## Question

The table follows the electron levels of layered tin monoxide, SnO, from a semilocal density-functional calculation. "Point a", "point b" and "point c" are the components of the wave vector in units of the reciprocal cell vectors. "Level under 1" is the highest filled level at each point and "level over 1" the lowest empty one, both counted in eV from the top of the valence band.

SIRIUS 7.12.0 all-electron full-potential LAPW calculation of SnO (space group P4/nmm) with the WC density functional, without spin polarisation or spin–orbit coupling. The k mesh is 7×7×6, with Fermi–Dirac occupations and a smearing width of 0.05 eV. Levels are counted from the valence top on this mesh.

| point a (reciprocal cell vector) | point b (reciprocal cell vector) | point c (reciprocal cell vector) | level under 4 (eV) | level under 3 (eV) | level under 2 (eV) | level under 1 (eV) | level over 1 (eV) | level over 2 (eV) |
| --- | --- | --- | --- | --- | --- | --- | --- | --- |
| 0.0000 | 0.0000 | 0.0000 | -3.426 | -3.131 | -3.131 | 0.000 | 2.038 | 4.205 |
| 0.2857 | 0.0000 | 0.0000 | -4.167 | -3.800 | -3.556 | -0.721 | 2.759 | 3.546 |
| 0.4286 | 0.0000 | 0.0000 | -4.663 | -4.459 | -3.150 | -2.031 | 2.942 | 3.322 |
| 0.2857 | 0.2857 | 0.0000 | -4.255 | -3.826 | -2.680 | -0.909 | 1.578 | 2.657 |
| 0.4286 | 0.4286 | 0.0000 | -2.760 | -2.492 | -2.355 | -1.730 | 0.367 | 0.701 |
| 0.0000 | 0.0000 | 0.5000 | -3.207 | -3.147 | -3.147 | -2.171 | 1.632 | 3.011 |
| 0.4286 | 0.0000 | 0.5000 | -5.014 | -4.438 | -1.797 | -1.609 | 2.029 | 2.971 |

Each Sn atom has eight nearby Sn atoms of the other kind in the two-Sn cell. Four lie across the oxygen sheet and four across the open gap between layers, all displaced along the diagonals of the square cell.

(a) Compare the smallest vertical gap in the table, at one and the same point, with the smallest gap between any two points.

(b) Explain the difference from the way electron waves add up over the diagonal neighbours.

(c) Turn the argument for the filled level into a formula and estimate that level at point 4.

(d) What should happen when the wave reverses sign from one layer to the next? Which rows depart from the picture?

## Model answer

**(a)** The smallest vertical gap in the table is 2.04 eV, at point 1, the zone centre Γ; a point of the full mesh that is not listed has one only slightly smaller. The highest filled level of all is also at Γ, but the lowest empty level is at point 5, close to the zone corner M. The gap between these two is only 0.37 eV. It is indirect: an electron that crosses it must change its wave vector, which light alone hardly provides.

**(b)** Consider first the Sn lone pairs, which in SnO are Sn 5s states mixed with O 2p and some Sn 5p pointing along the layer normal. Such a state looks the same towards all four diagonal neighbours on a given side of the atom. At Γ the wave has the same phase in every cell, so the four contributions add. They push the two lone-pair combinations of the cell far apart, and since both are filled, the upper, antibonding one becomes the valence top.

At M the wave carries opposite signs along the two diagonals. The four contributions now cancel, the antibonding push is lost, and the highest filled level drops.

The empty Sn p states that lie in the layer respond in the opposite way. Take $p_x$ on one Sn atom and $p_y$ on its neighbour: along one diagonal lobes of like sign meet, along the other lobes of unlike sign. At Γ these contributions cancel. At M the sign change of the wave makes up for the sign change of the lobes, so all four can bond and an empty level is pulled down. The same phase pattern thus removes the push on the filled level and creates the pull on the empty one, which puts the two band edges at different points.

**(c)** Let $a$, $b$ and $c$ be the three components of the wave vector. The phases of the four diagonal neighbours sum to

$$\sum e^{i\pi(\pm a\pm b)} = 4\cos(\pi a)\cos(\pi b).$$

If the neighbours across the oxygen sheet and across the open gap couple equally, adding the two groups brings in a further factor $\cos(\pi c)$. If the overlap of the orbitals is neglected, two equal levels that couple move apart by equal amounts, and the upper one lies at

$$E = E_0 + A\cos(\pi a)\cos(\pi b)\cos(\pi c).$$

A least-squares fit to the five points with $c=0$ gives $E_0=-2.01$ eV and $A=2.05$ eV. At point 4 both in-plane cosines are 0.62 and their product is 0.39, so

$$E \approx -2.013 + 2.047\times 0.389 = -1.22\ \text{eV}.$$

The calculation gives −0.91 eV. This row was part of the fit, and its miss of 0.3 eV is close to the root-mean-square miss of the fit.

**(d)** With $c=\tfrac12$ the neighbours across the open gap contribute with reversed sign and work against those across the oxygen sheet. The two Sn–Sn distances are similar, 3.5 and 3.7 Å, so strong cancellation is plausible, though not assured, since the lone pairs lean into the open gap. From Γ to point 6, straight across the layers, the highest filled level should therefore fall about as far as it does towards M. The formula puts it at −2.01 eV; the calculation gives −2.17 eV, a value that the fit had not used.

Near the middle of the zone edge (points 3 and 7) the in-plane sum is already small, so the stacking has little left to act on. The level indeed shifts by only 0.4 eV there, but upwards, where the formula predicts a fall. Point 3 is irregular as well: it lies about half an electronvolt below the formula, and even below point 5. The next level down helps to locate the fault. From point 3 to point 7 the spacing of the two highest filled levels shrinks from 1.1 to 0.2 eV, as a weaker coupling should make it. But their midpoint rises from −2.6 to −1.7 eV, whereas the formula keeps it fixed at $E_0$. The formula thus misses something that moves both levels together. A changing admixture of oxygen states or coupling between like Sn atoms could do this; the table cannot tell which.

## Remarks on the reasoning

**A good prediction can hide an incomplete picture.** If the couplings cancelled fully at point 6, the two lone-pair levels would meet there. The table instead shows the next filled levels about 1 eV lower. In this picture the cancellation is therefore only partial, which lifts the upper level, while the midpoint of the two lies lower than $E_0$. The two errors offset each other, so the close agreement for the top level is no proof of equal couplings.

**Degeneracy helps to identify a state.** At Γ and at point 6 the fourfold symmetry forces in-plane p states to come in pairs of equal energy. One such filled pair lies at nearly the same energy at both points, while the single level at the valence top falls by more than 2 eV. This fits a stacking effect that acts mainly on states pointing out of the layer.

**The same test limits the argument for the empty level.** The lowest empty level at Γ is single, so it cannot be the in-plane p state of part (b); another band lies lowest there. The matching formula, with sines in place of the two in-plane cosines, was also fitted to the five points with $c=0$. It reproduces the drop towards M, but it is too high by up to 1 eV at the two points with $c=\tfrac12$. Both have $b=0$, where the product of sines vanishes for any $c$, so the formula cannot follow a change across the layers there. The output below shows both fits.

**The size of the gap is less certain than its indirect nature.** The mesh passes close to M without touching it, so the true minimum of this calculation can only be at or below 0.37 eV. Semilocal functionals also tend to make gaps too small, and spin–orbit coupling is left out. The orbital characters used here come from the known chemistry of SnO and from symmetry, while the positions of the band edges are read directly from the table.

Output of the analysis:

```
Sn-Sn distance across the oxygen sheet, angstrom: 3.545
Sn-Sn distance across the open gap, angstrom: 3.737
Vertical gap, spacing of the two highest filled levels (eV) and phase sums:
     row  vertical gap  filled spacing  cosine product  sine product
     0.0         2.038           3.131               1             0
  0.2857          3.48           2.835          0.6235             0
  0.4286         4.973           1.119          0.2224             0
  0.2857         2.487           1.771          0.3888        0.6112
  0.4286         2.097           0.625         0.04948        0.9505
     0.0         3.803           0.976       6.123e-17             0
  0.4286         3.638           0.188       1.362e-17             0
Fall of lowest empty level from point 1 to point 5, eV: 1.671
Fall of highest filled level from point 1 to point 5, eV: 1.73
Change of highest filled level from point 1 to point 6, eV: -2.171
Change of degenerate filled pair from point 1 to point 6, eV: -0.016
Change of highest filled level from point 3 to point 7, eV: 0.422
Change of lowest empty level from point 1 to point 6, eV: -0.406
Change of lowest empty level from point 3 to point 7, eV: -0.913
Splitting of the two lowest empty levels at point 5, eV: 0.334
fit of level_under_1 on 5 rows (point_c < 0.1): constant -2.013 +/- 0.26, coefficient of gcos 2.047 +/- 0.46; rms 0.266, worst 0.4286 0.473, leave-one-out rms 0.39
  rows outside the fit (model, value, miss): 0.0 -2.013, -2.171, 0.158; 0.4286 -2.013, -1.609, -0.404
fit of level_over_1 on 5 rows (point_c < 0.1): constant 2.614 +/- 0.25, coefficient of gsin -2.168 +/- 0.49; rms 0.34, worst 0.0 0.576, leave-one-out rms 0.568
  rows outside the fit (model, value, miss): 0.0 2.614, 1.632, 0.982; 0.4286 2.614, 2.029, 0.585
Fitted models and their misses, model less computed level (eV):
     row  filled model  filled miss  empty model  empty miss
     0.0       0.03373      0.03373        2.614      0.5761
  0.2857        -0.737     -0.01598        2.614     -0.1449
  0.4286        -1.558       0.4729        2.614     -0.3279
  0.2857        -1.218      -0.3085        1.289     -0.2893
  0.4286        -1.912      -0.1821        0.553       0.186
     0.0        -2.013       0.1576        2.614      0.9821
  0.4286        -2.013      -0.4044        2.614      0.5851
Correlation of highest filled level with cosine product, in-plane rows: 0.931
Correlation of highest filled level with rival edge sum, in-plane rows: 0.7477
Correlation of lowest empty level with sine product, in-plane rows: -0.9301
Correlation of lowest empty level with rival edge sum, in-plane rows: 0.6716
```
